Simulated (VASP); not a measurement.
# Si (I4_1/amd) in VASP: further runs

Runs on Si. Level: PBE. Tasks: single point.

Program: VASP 6.6.1. These are calculated values, not measurements. Logs are shortened: lines on timing, memory, paths and dates and some standing lists are left out, and cuts for length are marked.

## (1) The structure

The structure is tetragonal, space group I4_1/amd (No. 141). The conventional cell has a = 4.743 Å, b = 4.743 Å, c = 2.659 Å, α = 90.00°, β = 90.00°, γ = 90.00°. Si (site symmetry -4m2) has 6 Si at 2.46 to 2.66 Å as nearest neighbours.

This isn't the form of Si at room conditions, which is diamond.

## (2) Single point, PBE

The input, INCAR:

```
SYSTEM = Si
ADDGRID  = .False.      
ALGO     = Normal         ! electronic algorithm
EDIFF    = 1E-4           ! SCF threshold, eV
ENCUT    = 450            ! plane-wave cutoff, eV
GGA      = PE             ! functional
ISIF     = 2              ! what is computed and relaxed
ISMEAR   = 0              ! smearing method
LASPH    = .True.         ! aspherical terms in the spheres
LCHARG   = .False.        ! write CHGCAR
LREAL    = Auto         
LWAVE    = .False.        ! write WAVECAR
NELM     = 100            ! most SCF steps
PREC     = Normal         ! precision mode
SIGMA    = 0.05           ! smearing width, eV
```

The input, KPOINTS:

```
k-points
0
Gamma
  6 6 6
  0 0 0
```

The input, POSCAR:

```
Si
1.0
   -2.3713723045      2.3713723045      1.3292653899
    2.3713723045     -2.3713723045      1.3292653899
    2.3713723045      2.3713723045     -1.3292653899
Si
2
Direct
    0.5000000000      0.5000000000      0.0000000000
    0.2500000000      0.7500000000      0.5000000000
```

Potentials or basis: VASP PAW PBE potentials, release 64 (Si).

On the command line:

```
$ cat potpaw_PBE.64/Si/POTCAR > POTCAR
$ mpirun -np 1 vasp_std > vasp.out
```

OUTCAR:

```text
SYSTEM = Si
   EDIFF = 1E-4
   ENCUT = 450
   GGA = PE
   ISIF = 2
   ISMEAR = 0
   LASPH = .True.
   LREAL = Auto
   NELM = 100
   PREC = Normal

 Found     30 irreducible k-points:

 Following reciprocal coordinates:
            Coordinates               Weight
  0.000000  0.000000  0.000000      1.000000
  0.166667  0.000000  0.000000      8.000000
  0.333333 -0.000000  0.000000      8.000000
  0.500000 -0.000000  0.000000      4.000000
  0.166667  0.166667  0.000000      8.000000
  0.333333  0.166667  0.000000     16.000000
   k-points           NKPTS =     30   k-points in BZ     NKDIM =     30   number of bands    NBANDS=      8
   number of dos      NEDOS =    301   number of ions     NIONS =      2
   total plane-waves  NPLWV =   8000
   dimension x,y,z NGX =    20 NGY =   20 NGZ =   20
   dimension x,y,z NGXF=    40 NGYF=   40 NGZF=   40
   ions per type =               2
   NGX,Y,Z   is equivalent  to a cutoff of   9.22,  9.22,  9.22 a.u.
   NGXF,Y,Z  is equivalent  to a cutoff of  18.43, 18.43, 18.43 a.u.
 SYSTEM =  Si
   PREC   = normal    normal or accurate (medium, high low for compatibility)
   ISTART =      0    job   : 0-new  1-cont  2-samecut
   ICHARG =      2    charge: 1-file 2-atom 10-const
   ISPIN  =      1    spin polarized calculation?
   LNONCOLLINEAR =      F non collinear calculations
   LSORBIT =      F    spin-orbit coupling
   LASPH  =      T    aspherical Exc in radial PAW
   ENCUT  =  450.0 eV  33.07 Ry    5.75 a.u.   6.24  6.24  6.24*2*pi/ulx,y,z
   NELM   =    100;   NELMIN=  2; NELMDL= -5     # of ELM steps
   EDIFF  = 0.1E-03   stopping-criterion for ELM
   LREAL  =      T    real-space projection
   EDIFFG = 0.1E-02   stopping-criterion for IOM
   NSW    =      0    number of steps for IOM
   IBRION =     -1    ionic relax: 0-MD 1-quasi-New 2-CG
[... 14 lines left out ...]
     AMIX     =   0.40;   BMIX     =  1.00
     AMIX_MAG =   1.60;   BMIX_MAG =  1.00
  volume/ion in A,a.u.               =      14.95       100.89
  Fermi-wavevector in a.u.,A,eV,Ry     =   1.054908  1.993486 15.140973  1.112830
  Thomas-Fermi vector in A             =   2.190086
   LORBIT       =      0    0 simple, 1 ext, 2 COOP (PROOUT), +10 PAW based schemes
   GGA     = PE    functional components
[... 5 lines left out ...]
 non-spin polarized calculation
 Gauss-broadening in eV      SIGMA  =   0.05
  energy-cutoff  :      450.00
  volume of cell :       29.90
 maximum number of plane-waves:       660
   NGX = 13   NGY = 13   NGZ = 13

 number of electron       8.0000004 magnetization

 Free energy of the ion-electron system (eV)
  ---------------------------------------------------
  ext. energy  EPLUGINS =         0.00000000
  ---------------------------------------------------
  free energy    TOTEN  =       -10.20199305 eV

  energy without entropy =      -10.20074069  energy(sigma->0) =      -10.20136687

 E-fermi :   9.5588     XC(G=0): -10.9860

 val. band max:        9.5121959110   @ k =   0.3333   0.1667   0.0000
 cond. band min:       9.6736073756   @ k =  -0.1667   0.3333   0.1667
 fundamental gap:      0.1614114646
 Fermi energy:         9.5588390019

 k-point     1 :       0.0000    0.0000    0.0000
  band No.  band energies     occupation
      1      -4.5131      2.00000
      2       6.9475      2.00000
      3       6.9475      2.00000
      4       7.6493      2.00000
      5      10.9501      0.00000
      6      16.9126      0.00000
      7      18.5284      0.00000
      8      18.5397      0.00000

 k-point     2 :       0.1667    0.0000    0.0000
  band No.  band energies     occupation
      1      -3.7708      2.00000
      2       5.9391      2.00000
      3       6.7216      2.00000
      4       9.8188      0.00000
      5      12.4890      0.00000
      6      13.4204      0.00000
      7      14.1574      0.00000
      8      16.5592      0.00000

 k-point     3 :       0.3333   -0.0000    0.0000
  band No.  band energies     occupation
      1      -1.5679      2.00000
      2       5.8377      2.00000
      3       6.9457      2.00000
      4       7.2550      2.00000
      5      10.3279      0.00000
      6      12.3020      0.00000
      7      13.9147      0.00000
      8      14.7288      0.00000

 k-point     4 :       0.5000   -0.0000    0.0000
  band No.  band energies     occupation
      1       1.6342      2.00000
      2       2.4920      2.00000
      3       7.2841      2.00000
      4       7.5556      2.00000
      5       7.9010      2.00000
      6      10.4428      0.00000
      7      13.9986      0.00000
      8      14.9222      0.00000

 k-point     5 :       0.1667    0.1667    0.0000
  band No.  band energies     occupation
      1      -1.9161      2.00000
      2       6.0521      2.00000
      3       8.0626      2.00000
      4       8.5425      2.00000
      5       9.8653      0.00000
      6      11.6539      0.00000
      7      13.2180      0.00000
      8      13.5285      0.00000

 k-point     6 :       0.3333    0.1667    0.0000
  band No.  band energies     occupation
      1       1.2840      2.00000
      2       3.4933      2.00000
      3       5.4021      2.00000
      4       7.2096      2.00000
      5       9.5122      1.81292
      6      11.5254      0.00000
      7      12.6334      0.00000
      8      15.8154      0.00000

 [... further k-points ...]
[... 5 lines left out ...]
  --------------------------------------------------------------------------------------
  -------------------------------------------------------------------------------------
  Total        1.0014785      1.0014785     -0.3244084      0.0000000      0.0000000      0.0000000
  in kB       53.6637529     53.6637529    -17.3832698      0.0000000      0.0000000      0.0000000
  external PRESSURE =      29.9814120 kB  Pullay stress =       0.0000000 kB

 VOLUME and BASIS-vectors are now :
 -----------------------------------------------------------------------------
  energy-cutoff  :      450.00
  volume of cell :       29.90
      direct lattice vectors                 reciprocal lattice vectors
    -2.371372304  2.371372304  1.329265390     0.000000000  0.210848376  0.376147610
     2.371372304 -2.371372304  1.329265390     0.210848376  0.000000000  0.376147610
     2.371372304  2.371372304 -1.329265390     0.210848376  0.210848376  0.000000000

 POSITION                                       TOTAL-FORCE (eV/Angst)
 -----------------------------------------------------------------------------------
      0.00000      0.00000      1.32927        -0.000000      0.000000     -0.000000
      2.37137     -0.00000      0.66463         0.000000     -0.000000      0.000000
 -----------------------------------------------------------------------------------
    total drift:                                0.000000      0.000000      0.000000

  FREE ENERGIE OF THE ION-ELECTRON SYSTEM (eV)
  ---------------------------------------------------
  free  energy   TOTEN  =       -10.2019930483 eV

  energy  without entropy=      -10.2007406944  energy(sigma->0) =      -10.20136687
```

Wall time 3.8 s (1 thread of Intel Xeon Platinum 8488C (Sapphire Rapids), shared host); peak memory 0.11 GiB.

The run converged, but some of its settings lie outside the range that counts as converged, so its numbers aren't taken as properties of the crystal.

What came out:

```yaml
Free_energy: -10.2020 eV
Pressure: 3.0 GPa
Band_gap_on_the_k_mesh: none (metal or under the smearing width)
```

Caveat: the k mesh is coarse (spacing up to 0.45 Å⁻¹), so the values aren't converged.

## (3) Single point, PBE

The input, INCAR:

```
SYSTEM = Si
ADDGRID  = .False.      
ALGO     = Normal         ! electronic algorithm
EDIFF    = 1E-6           ! SCF threshold, eV
ENCUT    = 400            ! plane-wave cutoff, eV
GGA      = PE             ! functional
ISIF     = 2              ! what is computed and relaxed
ISMEAR   = 0              ! smearing method
LASPH    = .True.         ! aspherical terms in the spheres
LCHARG   = .False.        ! write CHGCAR
LREAL    = .False.        ! projectors in reciprocal space
LWAVE    = .False.        ! write WAVECAR
NELM     = 100            ! most SCF steps
PREC     = Accurate       ! precision mode
SIGMA    = 0.05           ! smearing width, eV
```

The input, KPOINTS:

```
k-points
0
Gamma
  7 7 7
  0 0 0
```

POSCAR is that of step 2.

Potentials or basis: VASP PAW PBE potentials, release 64 (Si).

On the command line:

```
$ cat potpaw_PBE.64/Si/POTCAR > POTCAR
$ mpirun -np 1 vasp_std > vasp.out
```

OUTCAR:

```text
SYSTEM = Si
   EDIFF = 1E-6
   ENCUT = 400
   GGA = PE
   ISIF = 2
   ISMEAR = 0
   LASPH = .True.
   LREAL = .False.
   NELM = 100
   PREC = Accurate

 Found     40 irreducible k-points:

 Following reciprocal coordinates:
            Coordinates               Weight
  0.000000  0.000000  0.000000      1.000000
  0.142857  0.000000 -0.000000      8.000000
  0.285714  0.000000  0.000000      8.000000
  0.428571  0.000000  0.000000      8.000000
  0.142857  0.142857 -0.000000      8.000000
  0.285714  0.142857 -0.000000     16.000000
   k-points           NKPTS =     40   k-points in BZ     NKDIM =     40   number of bands    NBANDS=      8
   number of dos      NEDOS =    301   number of ions     NIONS =      2
   total plane-waves  NPLWV =  13824
   dimension x,y,z NGX =    24 NGY =   24 NGZ =   24
   dimension x,y,z NGXF=    48 NGYF=   48 NGZF=   48
   ions per type =               2
   NGX,Y,Z   is equivalent  to a cutoff of  11.06, 11.06, 11.06 a.u.
   NGXF,Y,Z  is equivalent  to a cutoff of  22.12, 22.12, 22.12 a.u.
 SYSTEM =  Si
   PREC   = accura    normal or accurate (medium, high low for compatibility)
   ISTART =      0    job   : 0-new  1-cont  2-samecut
   ICHARG =      2    charge: 1-file 2-atom 10-const
   ISPIN  =      1    spin polarized calculation?
   LNONCOLLINEAR =      F non collinear calculations
   LSORBIT =      F    spin-orbit coupling
[... 54 lines left out ...]
 val. band max:        9.2827937081   @ k =   0.4286   0.4286  -0.0000
 cond. band min:       9.4435726657   @ k =   0.1429   0.0000  -0.0000
 fundamental gap:      0.1607789576
 Fermi energy:         9.4197214236

 k-point     1 :       0.0000    0.0000    0.0000
  band No.  band energies     occupation
      1      -4.5097      2.00000
      2       6.9511      2.00000
      3       6.9511      2.00000
      4       7.6539      2.00000
      5      10.9536      0.00000
      6      16.9197      0.00000
      7      18.5363      0.00000
      8      18.5447      0.00000
[... 45 lines left out ...]
 k-point     6 :       0.2857    0.1429   -0.0000
  band No.  band energies     occupation
      1      -0.1879      2.00000
      2       5.1973      2.00000
      3       6.5373      2.00000
      4       7.0265      2.00000
      5       9.6258      0.00000
      6      11.6634      0.00000
      7      12.6312      0.00000
      8      14.4104      0.00000

 [... further k-points ...]
[... 5 lines left out ...]
  --------------------------------------------------------------------------------------
  -------------------------------------------------------------------------------------
  Total        0.9605354      0.9605354     -0.1405495      0.0000000      0.0000000      0.0000000
  in kB       51.4698344     51.4698344     -7.5312760      0.0000000      0.0000000      0.0000000
  external PRESSURE =      31.8027976 kB  Pullay stress =       0.0000000 kB

 VOLUME and BASIS-vectors are now :
 -----------------------------------------------------------------------------
  energy-cutoff  :      400.00
  volume of cell :       29.90
      direct lattice vectors                 reciprocal lattice vectors
    -2.371372304  2.371372304  1.329265390     0.000000000  0.210848376  0.376147610
     2.371372304 -2.371372304  1.329265390     0.210848376  0.000000000  0.376147610
     2.371372304  2.371372304 -1.329265390     0.210848376  0.210848376  0.000000000

 POSITION                                       TOTAL-FORCE (eV/Angst)
 -----------------------------------------------------------------------------------
      0.00000      0.00000      1.32927         0.000000     -0.000000     -0.000000
      2.37137     -0.00000      0.66463        -0.000000      0.000000      0.000000
 -----------------------------------------------------------------------------------
    total drift:                               -0.000000      0.000000     -0.000000

  FREE ENERGIE OF THE ION-ELECTRON SYSTEM (eV)
  ---------------------------------------------------
  free  energy   TOTEN  =       -10.2950688216 eV

  energy  without entropy=      -10.2945435651  energy(sigma->0) =      -10.29480619
```

OSZICAR:

```text
N       E                     dE             d eps       ncg     rms          rms(c)
DAV:   1     0.268357968460E+01    0.26836E+01   -0.30020E+03   648   0.678E+02
DAV:   2    -0.101958599981E+02   -0.12879E+02   -0.12326E+02   960   0.682E+01
DAV:   3    -0.103123209488E+02   -0.11646E+00   -0.11561E+00   904   0.845E+00
DAV:   4    -0.103125475281E+02   -0.22658E-03   -0.22658E-03  1008   0.381E-01
DAV:   5    -0.103125476176E+02   -0.89496E-07   -0.89456E-07   888   0.573E-03    0.423E+00
DAV:   6    -0.103018697324E+02    0.10678E-01   -0.49713E-03   920   0.451E-01    0.245E+00
DAV:   7    -0.102950833272E+02    0.67864E-02   -0.11050E-02   800   0.717E-01    0.207E-01
DAV:   8    -0.102950770170E+02    0.63102E-05   -0.57384E-04   864   0.180E-01    0.485E-02
DAV:   9    -0.102950692892E+02    0.77278E-05   -0.19543E-05   960   0.323E-02    0.189E-02
DAV:  10    -0.102950688216E+02    0.46755E-06   -0.18016E-06   608   0.102E-02
   1 F= -.10295069E+02 E0= -.10294806E+02  d E =-.525256E-03
```

stdout:

```text
POSCAR found type information on POSCAR Si
 POSCAR found :  1 types and       2 ions
 scaLAPACK will be used
 LDA part: xc-table for (Slater+PW92), standard interpolation
 POSCAR, INCAR and KPOINTS ok, starting setup
 FFT: planning ... GRIDC
 FFT: planning ... GRID_SOFT
 FFT: planning ... GRID
 WAVECAR not read
 entering main loop
```

Run time: 4 s. Hardware: 1 thread of Intel Xeon Platinum 8488C (Sapphire Rapids), shared host; peak memory 0.13 GiB.

These settings aren't checked as converged: the numbers below hold their error.

What came out:

```
Free energy            : -10.2951 eV
Pressure               : 3.2 GPa
Band gap on the k mesh : none (metal or under the smearing width)
```

Caveat: the k mesh is coarse (spacing up to 0.39 Å⁻¹), so the values aren't converged.

(Continued in part 2 of 2.)
